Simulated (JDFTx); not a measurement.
Ni under changes of volume

One of the cells (10.492 Å³/atom); the others are scaled copies at fixed shape and fractional positions:

```
CELL_PARAMETERS angstrom
0.00000 1.73757 1.73757
1.73757 0.00000 1.73757
1.73757 1.73757 0.00000
ATOMIC_POSITIONS crystal
Ni 0.00000 0.00000 0.00000
```

```yaml
Program: JDFTx 1.7.0 (patched build)
Functional: LDA
Potentials_or_basis: PseudoDojo-SR-LDA-0.4.1-standard
Cutoff: 1333 eV
Density_cutoff: 5333 eV
k_mesh: 13 × 13 × 13
Occupations: fermi-dirac, width 0.05 eV
Spin: collinear spin, ferromagnetic start
Starting_moments: "[1.0] μB"
```

```tsv
volume (Å³/atom)	energy over the lowest point (meV/atom)	pressure (GPa)
9.862	2.11	4.5
10.072	0.00	-1.0
10.282	4.74	-5.9
10.492	?	?
10.702	31.67	-14.1
10.912	52.55	-17.5
11.122	77.61	-20.5
```

Question: What does the run at 10.492 Å³/atom give?

Answer: Energy over the lowest point 15.53 meV/atom; pressure -10.3 GPa.

Worked out: A Birch-Murnaghan fit of order 3 (a polynomial in V^(-2/3)) to the other rows has its minimum at 10.03 Å³/atom with B0 = V·E''(V) = 255 GPa and B' = 4.9. It gives 15.53 meV/atom at 10.492 Å³/atom, against the run's 15.53, and -dE/dV = -10.4 GPa, against -10.3.

Energies are extrapolated to zero smearing.
